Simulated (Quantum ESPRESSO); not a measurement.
The system is GaAs.

```
As Ga
1.0
     0.00000    2.82685    2.82685
     2.82685    0.00000    2.82685
     2.82685    2.82685    0.00000
As Ga
1 1
Direct
  0.75000 0.75000 0.75000
  0.00000 0.00000 0.00000
```

Base run:

| Quantity | Value |
| --- | --- |
| Program | Quantum ESPRESSO 7.5 |
| Functional | PBE |
| Potentials or basis | PseudoDojo 0.4.1 SR PBE standard |
| Cutoff | 1143 eV |
| Density cutoff | 4572 eV |
| k mesh | 6 × 6 × 6, shifted |
| Occupations | fermi-dirac, width 0.05 eV |
| Spin | no spin polarisation |

Its results: pressure 3.4 GPa; electronic dielectric tensor (diagonal) 13.83.

**Question.** The run is repeated on the same cell with these changes: functional from PBE to WC. What comes out?

**Answer.** Pressure 0.4 GPa; electronic dielectric tensor (diagonal) 14.56.

WC binds more tightly than PBE, so the same cell stands under less pressure.

Caveats: the cell is more than 3 GPa from zero pressure, which shifts response properties (some runs); the potentials were made for another functional, which shifts forces and pressure (some runs).
